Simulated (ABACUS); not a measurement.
# GaSb (F-43m) in ABACUS: further runs, part 2 of 2

ABACUS 3.10.1. Earlier steps stand in the parts before.

### Step 3. Equation of state, revPBE, 26.91 Å³/atom (volume scaled by 0.94)

Input file INPUT:

```
INPUT_PARAMETERS
suffix              GaSb
calculation         scf
basis_type          pw
pseudo_dir          ./
symmetry            1
dft_functional      revpbe
ecutwfc             81
pseudo_rcut         10
nspin               1
nbands              18
ks_solver           dav
smearing_method     fd
smearing_sigma      0.00367493
scf_thr             1e-08
scf_nmax            100
mixing_type         broyden
mixing_beta         0.7
cal_force           1
cal_stress          1
kpar                4
```

Input file STRU:

```
ATOMIC_SPECIES
Sb 121.7600 51_Sb_15_2.3_2.4_pbe_n_v1.0.upf
Ga 69.7230 31_Ga_13_1.9_2.4_pbe_n_v1.0.upf

LATTICE_CONSTANT
1.8897261246

LATTICE_VECTORS
0.0000000000 2.9965539066 2.9965539066
2.9965539066 0.0000000000 2.9965539066
2.9965539066 2.9965539066 0.0000000000

ATOMIC_POSITIONS
Cartesian

Sb
0.0
1
4.4948308599 4.4948308599 4.4948308599 1 1 1

Ga
0.0
1
0.0000000000 0.0000000000 0.0000000000 1 1 1
```

Input file KPT:

```
K_POINTS
0
Gamma
6 6 6 0 0 0
```

Potentials or basis: SPMS ONCV 1.0 PBE, plane waves.

Started as:

```sh
> OMP_NUM_THREADS=1 mpirun -np 4 abacus > log
```

running log:

```text
ABACUS v3.10.1

               Atomic-orbital Based Ab-initio Computation at UStc

 ------------------------------------------------------------------------------------

 READING GENERAL INFORMATION
                           global_out_dir = OUT.GaSb/
                           global_in_card = INPUT
                               pseudo_dir = ./
                              orbital_dir =
                                    DSIZE = 4
                                    GSIZE = 1

 READING UNITCELL INFORMATION
                                    ntype = 2
                  lattice constant (Bohr) = 1.88973
              lattice constant (Angstrom) = 1

 READING ATOM TYPE 1
                               atom label = Sb
                      L=0, number of zeta = 1
                      L=1, number of zeta = 1
                      L=2, number of zeta = 1
             number of atom for this type = 1

 READING ATOM TYPE 2
                               atom label = Ga
                      L=0, number of zeta = 1
                      L=1, number of zeta = 1
                      L=2, number of zeta = 1
             number of atom for this type = 1

                        TOTAL ATOM NUMBER = 2
CARTESIAN COORDINATES ( UNIT =       1.889726124600 Bohr ).
    atom                   x                   y                   z     mag                  vx                  vy                  vz
tauc_Sb1            4.4948308599        4.4948308599        4.4948308599  0.0000        0.0000000000        0.0000000000        0.0000000000
tauc_Ga1            0.0000000000        0.0000000000        0.0000000000  0.0000        0.0000000000        0.0000000000        0.0000000000

                          Volume (Bohr^3) = 363.156
                             Volume (A^3) = 53.8141

 Lattice vectors: (Cartesian coordinate: in unit of a_0)
                   +0            +2.99655            +2.99655
             +2.99655                  +0            +2.99655
             +2.99655            +2.99655                  +0
 Reciprocal vectors: (Cartesian coordinate: in unit of 2 pi/a_0)
            -0.166858           +0.166858           +0.166858
            +0.166858           -0.166858           +0.166858
            +0.166858           +0.166858           -0.166858
 The esolver type has been set to : ksdft_pw

                PAO radial cut off (Bohr) = 10

 Read in pseudopotential file is 51_Sb_15_2.3_2.4_pbe_n_v1.0.upf
[... 227 lines left out ...]
 PW ALGORITHM --------------- ION=   1  ELEC=   1--------------------------------
 Notice: Threshold on eigenvalues was too large.
 hsover_error=0.28 > DRHO=0.0274678
 Origin diag ethr = 0.01
 New diag ethr = 9.80994e-05

 Density error is 0.0283102803769
                          Error Threshold = 9.80994068975e-05
----------------------------------------------------------
     Energy           Rydberg                 eV
----------------------------------------------------------
 E_KohnSham     -320.1109777749      -4355.3332900907
 E_Harris       -319.9864242293      -4353.6386521632
 E_Fermi        0.7174264319         9.7610873692
----------------------------------------------------------
[... 63 lines left out ...]
 Density error is 7.96624228255e-09
                          Error Threshold = 1.30918934274e-09
----------------------------------------------------------
     Energy           Rydberg                 eV
----------------------------------------------------------
 E_KohnSham     -320.1132576485      -4355.3643093623
 E_KS(sigma->0) -320.1132552619      -4355.3642768905
 E_Harris       -320.1130880995      -4355.3620025292
 E_band         -15.5333900085       -211.3426133716
 E_one_elec     -141.5728528929      -1926.1974814595
 E_Hartree      89.0805060656        1212.0024632151
 E_xc           -80.5013928837       -1095.2776401555
 E_Ewald        -187.1195131642      -2545.8915860187
 E_entropy(-TS) -0.0000047733        -0.0000649436
 E_descf        0.0000000000         0.0000000000
 E_exx          0.0000000000         0.0000000000
 E_Fermi        0.7346776647         9.9958024337
----------------------------------------------------------

 charge density convergence is achieved
 final etot is -4355.3643094 eV
 EFERMI = 9.9958024337 eV

 STATE ENERGY(eV) AND OCCUPATIONS    NSPIN == 1
 1/4 kpoint (Cartesian) = 0.0000 0.0000 0.0000 (4477 pws)
       1       -19.2959     0.00925926
       2       -19.2959     0.00925926
       3       -19.2959     0.00925926
       4       -19.2729     0.00925926
       5       -19.2729     0.00925926
       6       -5.53430     0.00925926
[... 59 lines left out ...]
       6       -5.56915      0.0370370
[... 10 lines left out ...]
      17        13.4804    2.00256e-32
      18        16.2421    2.06242e-56

------------------------------------------------------------------------------------------
 TOTAL-FORCE (eV/Angstrom)
------------------------------------------------------------------------------------------
                       Sb1         0.0000000000         0.0000000000         0.0000000000
                       Ga1         0.0000000000         0.0000000000         0.0000000000
------------------------------------------------------------------------------------------

----------------------------------------------------------------
 TOTAL-STRESS (KBAR)
----------------------------------------------------------------
        80.5173016168         0.0000000000         0.0000000000
         0.0000000000        80.5173016168        -0.0000000000
         0.0000000000        -0.0000000000        80.5173016168
----------------------------------------------------------------
 TOTAL-PRESSURE: 80.517302 KBAR

 --------------------------------------------
 !FINAL_ETOT_IS -4355.3643093622667948 eV
 --------------------------------------------
```

stdout:

```text
ABACUS v3.10.1

               Atomic-orbital Based Ab-initio Computation at UStc

 dft_functional readin is: revpbe
 dft_functional in pseudopot file is: PBE
 Please make sure this is what you need
[... 38 lines left out ...]
 DA7     -4.35536431e+03  -2.95339905e-06   7.9662e-09   0.72
----------------------------------------------------------------
 TOTAL-STRESS (KBAR)
----------------------------------------------------------------
        80.5173016168         0.0000000000         0.0000000000
         0.0000000000        80.5173016168        -0.0000000000
         0.0000000000        -0.0000000000        80.5173016168
----------------------------------------------------------------
 TOTAL-PRESSURE: 80.517302 KBAR
```

Run time: 5.8 s. Hardware: 4 MPI ranks of Intel Xeon Platinum 8488C (Sapphire Rapids), shared host; peak memory 0.4 GiB.

Results:

| Property | Result |
| --- | --- |
| Free energy | -4355.3643 eV |
| Pressure | 8.1 GPa |
| Band gap on the k mesh | 0.58 eV, direct |

Caveat: the potentials were made for another functional, which shifts forces and pressure; spin-orbit coupling is left out, which moves the levels of the heavy elements.

### Step 4. Equation of state, revPBE, 28.05 Å³/atom (volume scaled by 0.98)

INPUT is that of step 3.

Input file STRU:

```
ATOMIC_SPECIES
Sb 121.7600 51_Sb_15_2.3_2.4_pbe_n_v1.0.upf
Ga 69.7230 31_Ga_13_1.9_2.4_pbe_n_v1.0.upf

LATTICE_CONSTANT
1.8897261246

LATTICE_VECTORS
0.0000000000 3.0384691801 3.0384691801
3.0384691801 0.0000000000 3.0384691801
3.0384691801 3.0384691801 0.0000000000

ATOMIC_POSITIONS
Cartesian

Sb
0.0
1
4.5577037702 4.5577037702 4.5577037702 1 1 1

Ga
0.0
1
0.0000000000 0.0000000000 0.0000000000 1 1 1
```

KPT is that of step 3.

Started as:

```sh
> OMP_NUM_THREADS=1 mpirun -np 4 abacus > log
```

Run time: 5.5 s. Hardware: 4 MPI ranks of Intel Xeon Platinum 8488C (Sapphire Rapids), shared host; peak memory 0.44 GiB.

It converged, with:

- Free energy: -4355.4578 eV
- Pressure: 5.1 GPa
- Band gap on the k mesh: 0.27 eV, direct

Caveat: the potentials were made for another functional, which shifts forces and pressure; spin-orbit coupling is left out, which moves the levels of the heavy elements.

### Step 5. Equation of state, revPBE, 29.20 Å³/atom (volume scaled by 1.02)

INPUT is that of step 4.

Input file STRU:

```
ATOMIC_SPECIES
Sb 121.7600 51_Sb_15_2.3_2.4_pbe_n_v1.0.upf
Ga 69.7230 31_Ga_13_1.9_2.4_pbe_n_v1.0.upf

LATTICE_CONSTANT
1.8897261246

LATTICE_VECTORS
0.0000000000 3.0792588685 3.0792588685
3.0792588685 0.0000000000 3.0792588685
3.0792588685 3.0792588685 0.0000000000

ATOMIC_POSITIONS
Cartesian

Sb
0.0
1
4.6188883028 4.6188883028 4.6188883028 1 1 1

Ga
0.0
1
0.0000000000 0.0000000000 0.0000000000 1 1 1
```

KPT is that of step 4.

Started as:

```sh
> OMP_NUM_THREADS=1 mpirun -np 4 abacus > log
```

It took 6.9 s on 4 MPI ranks of Intel Xeon Platinum 8488C (Sapphire Rapids), shared host; peak memory 0.44 GiB.

The run converged. Its results:

| Item | Value |
| --- | --- |
| Free energy | -4355.5143 eV |
| Pressure | 2.9 GPa |
| Band gap on the k mesh | none (metal or under the smearing width) |

Caveat: the potentials were made for another functional, which shifts forces and pressure.

### Step 6. Equation of state, revPBE, 30.34 Å³/atom (volume scaled by 1.06)

INPUT is that of step 5.

Input file STRU:

```
ATOMIC_SPECIES
Sb 121.7600 51_Sb_15_2.3_2.4_pbe_n_v1.0.upf
Ga 69.7230 31_Ga_13_1.9_2.4_pbe_n_v1.0.upf

LATTICE_CONSTANT
1.8897261246

LATTICE_VECTORS
0.0000000000 3.1189956238 3.1189956238
3.1189956238 0.0000000000 3.1189956238
3.1189956238 3.1189956238 0.0000000000

ATOMIC_POSITIONS
Cartesian

Sb
0.0
1
4.6784934357 4.6784934357 4.6784934357 1 1 1

Ga
0.0
1
0.0000000000 0.0000000000 0.0000000000 1 1 1
```

KPT is that of step 5.

Potentials or basis: SPMS ONCV 1.0 PBE, plane waves.

Started as:

```sh
> OMP_NUM_THREADS=1 mpirun -np 4 abacus > log
```

Wall time 7.2 s (4 MPI ranks of Intel Xeon Platinum 8488C (Sapphire Rapids), shared host); peak memory 0.44 GiB.

The run converged. Its results:

| Property | Result |
| --- | --- |
| Free energy | -4355.5414 eV |
| Pressure | 1.0 GPa |
| Band gap on the k mesh | none (metal or under the smearing width) |

Caveat: the potentials were made for another functional, which shifts forces and pressure.

### Step 7. Equation of state, revPBE

This step only gathers the single runs of the series.

What came out:

* Equilibrium volume: 31.13 Å³/atom (rough: see the caveat)
* Bulk modulus: 37 GPa (rough)

Energy against volume, from the lowest point:
```csv
volume (Å³/atom),energy (meV/atom)
26.907,88.56
28.052,41.80
29.197,13.57
30.342,0.00
```

Caveat: the minimum lies outside the volumes run; the potentials were made for another functional, which shifts forces and pressure. Spin-orbit coupling is left out, which matters for the levels of Sb.

### Step 8. Comparison with measurements

Step 2. Against the measured gap of GaSb, 0.811 eV (direct; 4.2 K; a printed reference work, data compilation), the calculated 0.13 eV is off by -0.68 eV. Spin-orbit coupling on Ga, Sb is left out. The value is that of revPBE, without temperature or zero-point motion. Semilocal functionals fall short of measured gaps as a rule.
